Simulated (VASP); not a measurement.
# BN (Qingsongite) (F-43m) in VASP: further runs, part 2 of 2

VASP 6.6.1.

## Step 3: Single point, PBE

This run uses another cell than the first one, of 5.95 Å³/atom, 1.013 times its volume.

INCAR reads:

```
SYSTEM = BN
  PREC = Accurate
  ENCUT = 520
  EDIFF = 1E-7
  ISMEAR = 0
  SIGMA = 0.01
  LREAL = .FALSE.
  LASPH = .TRUE.
  NELM = 80
  ALGO = Normal
  ISIF = 2
  LWAVE = .FALSE.
  LCHARG = .FALSE.
  GGA = PE
  NBANDS = 11
```

KPOINTS reads:

```
regular mesh
0
G
  10 10 10
  0 0 0
```

POSCAR reads:

```
BN
1.0
    0.0000000000      1.8123498001      1.8123498001
    1.8123498001      0.0000000000      1.8123498001
    1.8123498001      1.8123498001      0.0000000000
B N
1 1
Direct
    0.0000000000      0.0000000000      0.0000000000
    0.2500000000      0.2500000000      0.2500000000
```

Potentials or basis: VASP PAW PBE potentials, release 64 (B, N).

Command:

```console
cat potpaw_PBE.64/B/POTCAR potpaw_PBE.64/N/POTCAR > POTCAR
mpirun -np 1 vasp_std > vasp.out
```

Wall time 4 s (1 thread of Intel Xeon 6975P-C, shared host); peak memory 0.12 GiB.

The run converged. Its results:

```yaml
Free_energy: -17.4510 eV
Pressure: 0.2 GPa
Band_gap_on_the_k_mesh: 4.45 eV, indirect (least direct gap 8.78 eV)
```

Levels at points of the mesh, in eV from the valence-band top:
```csv
k point,band 1,band 2,band 3,band 4,band 5,band 6,band 7,band 8
"(0.00, 0.00, 0.00)",-20.14,0.00,0.00,0.00,8.78,8.78,8.78,10.22
"(0.50, 0.00, 0.00)",-15.96,-10.62,-1.93,-1.93,10.04,10.66,10.66,15.17
"(0.50, 0.50, 0.00)",-14.60,-8.86,-4.86,-4.86,4.45,9.19,17.79,17.79
```

## Step 4: Single point, PBE (volume changed by -6%)

INCAR reads:

```
SYSTEM = BN
PREC = Accurate
ENCUT = 520
EDIFF = 1E-6
ISMEAR = 0
SIGMA = 0.01
LREAL = .FALSE.
LASPH = .TRUE.
NELM = 80
ALGO = Normal
ISIF = 2
LWAVE = .FALSE.
LCHARG = .FALSE.
GGA = PE
NBANDS = 11
```

KPOINTS reads:

```
Automatic mesh
0
G
  10 10 10
  0 0 0
```

POSCAR reads:

```
BN
1.0
    0.0000000000      1.7753526883      1.7753526883
    1.7753526883      0.0000000000      1.7753526883
    1.7753526883      1.7753526883      0.0000000000
B N
1 1
Direct
    0.0000000000      0.0000000000      0.0000000000
    0.2500000000      0.2500000000      0.2500000000
```

Command:

```console
cat potpaw_PBE.64/B/POTCAR potpaw_PBE.64/N/POTCAR > POTCAR
mpirun -np 1 vasp_std > vasp.out
```

Wall time 3.9 s (1 thread of Intel Xeon 6975P-C, shared host); peak memory 0.12 GiB.

The run converged. Its results:

```yaml
Free_energy: -17.3936 eV
Pressure: 26.2 GPa
Band_gap_on_the_k_mesh: 4.51 eV, indirect (least direct gap 9.08 eV)
```

Levels at points of the mesh, in eV from the valence-band top:
```tsv
k point	band 2	band 3	band 4	band 5	band 6	band 7
(0.00, 0.00, 0.00)	0.00	0.00	0.00	9.08	9.08	9.08
(0.50, 0.00, 0.00)	-11.20	-2.04	-2.04	10.86	11.00	11.00
(0.50, 0.50, 0.00)	-9.27	-5.18	-5.18	4.51	9.53	18.76
```

Caveat: the cell differs from its parent crystal (volume changed by -6%). A k mesh can miss the band edges.

## Step 5: Single point, PBE (volume changed by -3%)

INCAR reads:

```
ALGO = Normal ; EDIFF = 1E-6
ENCUT = 520 ; GGA = PE
ISIF = 2 ; ISMEAR = 0
LASPH = T ; LCHARG = F
LREAL = F ; LWAVE = F
NBANDS = 11 ; NELM = 100
PREC = Accurate ; SIGMA = 0.01
```

KPOINTS reads:

```
k-points
0
Gamma
  10 10 10
```

POSCAR reads:

```
BN
1.0
    0.0000000000      1.7940419848      1.7940419848
    1.7940419848      0.0000000000      1.7940419848
    1.7940419848      1.7940419848      0.0000000000
B N
1 1
Direct
    0.0000000000      0.0000000000      0.0000000000
    0.2500000000      0.2500000000      0.2500000000
```

Potentials or basis: VASP PAW PBE potentials, release 64 (B, N).

Command:

```console
cat potpaw_PBE.64/B/POTCAR potpaw_PBE.64/N/POTCAR > POTCAR
mpirun -np 1 vasp_std > vasp.out
```

OUTCAR:

```text
EDIFF = 1E-6
   ENCUT = 520
   GGA = PE
   ISIF = 2
   ISMEAR = 0
   LASPH = T
   LREAL = F
   NELM = 100
   PREC = Accurate

 ion  position               nearest neighbor table
   1  0.000  0.000  0.000-   2 1.55   2 1.55   2 1.55   2 1.55
   2  0.250  0.250  0.250-   1 1.55   1 1.55   1 1.55   1 1.55

  LATTYP: Found a face centered cubic cell.
 ALAT       =     3.5880839696

  Lattice vectors:

 A1 = (   0.0000000000,   1.7940419848,   1.7940419848)
 A2 = (   1.7940419848,   0.0000000000,   1.7940419848)
 A3 = (   1.7940419848,   1.7940419848,   0.0000000000)
[... 512 lines left out ...]
      7      23.4545      0.00000
      8      23.5316      0.00000
      9      27.7342      0.00000
     10      35.2398      0.00000
     11      39.8446      0.00000

 [... further k-points ...]
[... 5 lines left out ...]
  --------------------------------------------------------------------------------------
  -------------------------------------------------------------------------------------
  Total        0.8870559      0.8870559      0.8870559      0.0000000      0.0000000      0.0000000
  in kB      123.0647723    123.0647723    123.0647723      0.0000000      0.0000000      0.0000000
  external PRESSURE =     123.0647723 kB  Pullay stress =       0.0000000 kB

 VOLUME and BASIS-vectors are now :
 -----------------------------------------------------------------------------
  energy-cutoff  :      520.00
  volume of cell :       11.55
      direct lattice vectors                 reciprocal lattice vectors
     0.000000000  1.794041985  1.794041985    -0.278700278  0.278700278  0.278700278
     1.794041985  0.000000000  1.794041985     0.278700278 -0.278700278  0.278700278
     1.794041985  1.794041985  0.000000000     0.278700278  0.278700278 -0.278700278

 POSITION                                       TOTAL-FORCE (eV/Angst)
 -----------------------------------------------------------------------------------
      0.00000      0.00000      0.00000        -0.000000     -0.000000     -0.000000
      0.89702      0.89702      0.89702         0.000000      0.000000      0.000000
 -----------------------------------------------------------------------------------
    total drift:                                0.000000      0.000000      0.000000

  FREE ENERGIE OF THE ION-ELECTRON SYSTEM (eV)
  ---------------------------------------------------
  free  energy   TOTEN  =       -17.4366942314 eV

  energy  without entropy=      -17.4366942314  energy(sigma->0) =      -17.43669423
```

It took 3.8 s on 1 thread of Intel Xeon 6975P-C, shared host; peak memory 0.12 GiB.

Results:

| Item | Value |
| --- | --- |
| Free energy | -17.4367 eV |
| Pressure | 12.3 GPa |
| Band gap on the k mesh | 4.48 eV, indirect (least direct gap 8.93 eV) |

Caveat: the cell differs from its parent crystal (volume changed by -3%).

## Step 6: Single point, PBE (volume changed by +3%)

INCAR reads:

```
ALGO     = Normal         # electronic algorithm
EDIFF    = 1E-7           # SCF threshold, eV
ENCUT    = 520            # plane-wave cutoff, eV
GGA      = PE             # functional
ISIF     = 2              # what is computed and relaxed
ISMEAR   = 0              # smearing method
LASPH    = True           # aspherical terms in the spheres
LCHARG   = False          # write CHGCAR
LREAL    = False          # projectors in reciprocal space
LWAVE    = False          # write WAVECAR
NBANDS   = 11             # bands
NELM     = 80             # most SCF steps
PREC     = Accurate       # precision mode
SIGMA    = 0.01           # smearing width, eV
```

KPOINTS is that of step 5.

POSCAR reads:

```
BN
1.0
    0.0000000000      1.8302950246      1.8302950246
    1.8302950246      0.0000000000      1.8302950246
    1.8302950246      1.8302950246      0.0000000000
B N
1 1
Direct
    0.0000000000      0.0000000000      0.0000000000
    0.2500000000      0.2500000000      0.2500000000
```

Potentials or basis: VASP PAW PBE potentials, release 64 (B, N).

Command:

```console
cat potpaw_PBE.64/B/POTCAR potpaw_PBE.64/N/POTCAR > POTCAR
mpirun -np 1 vasp_std > vasp.out
```

Run time: 4.4 s. Hardware: 1 thread of Intel Xeon 6975P-C, shared host; peak memory 0.12 GiB.

The run converged. Its results:

```yaml
Free_energy: -17.4402 eV
Pressure: -10.3 GPa
Band_gap_on_the_k_mesh: 4.42 eV, indirect (least direct gap 8.64 eV)
```

Levels at points of the mesh, in eV from the valence-band top:
```
           k point  band 1  band 2  band 3  band 4  band 5  band 6  band 7  band 8
(0.00, 0.00, 0.00)  -19.81    0.00    0.00    0.00    8.64    8.64    8.64    9.74
(0.50, 0.00, 0.00)  -15.77  -10.35   -1.87   -1.87    9.66   10.50   10.50   14.87
(0.50, 0.50, 0.00)  -14.45   -8.68   -4.72   -4.72    4.42    9.02   17.35   17.35
```

Caveat: the cell differs from its parent crystal (volume changed by +3%). A k mesh can miss the band edges.

## Step 7: The runs side by side

| level | cell | k mesh | gap on the mesh (eV) | pressure (GPa) |
| --- | --- | --- | --- | --- |
| r2SCAN | a = 2.552 Å, angles 60.0°, 2 atoms | 12 × 12 × 12 | 4.98 | 1.1 |
| PBE | a = 2.563 Å, angles 60.0°, 2 atoms | 10 × 10 × 10 | 4.45 | 0.2 |
| PBE | a = 2.511 Å, angles 60.0°, 2 atoms | 10 × 10 × 10 | 4.51 | 26.2 |
| PBE | a = 2.537 Å, angles 60.0°, 2 atoms | 10 × 10 × 10 | 4.48 | 12.3 |
| PBE | a = 2.588 Å, angles 60.0°, 2 atoms | 10 × 10 × 10 | 4.42 | -10.3 |

Alike in all rows: task single point; potentials or basis VASP PAW PBE potentials, release 64 (B, N); no spin polarisation; cutoff (eV) 520; smearing gaussian 0.01 eV.

Caveats: the PAW data sets were made with another functional, which shifts forces and pressure a little (some runs).

Absolute energies hang on the potentials; compare differences alone.

## Step 8: Comparison with measurements

Step 2. Against the measured gap of BN, 6.4 eV (indirect; 300 K; a printed reference work, monograph), the calculated 4.98 eV is off by -1.42 eV. The value is that of r2SCAN on a finite k mesh, which can miss the band edges, without temperature or zero-point motion.

Step 3. Against the measured gap of BN, 6.4 eV (indirect; 300 K; a printed reference work, monograph), the calculated 4.45 eV is off by -1.95 eV. The value is that of PBE on a finite k mesh, which can miss the band edges, without temperature or zero-point motion. Semilocal functionals fall short of measured gaps as a rule.
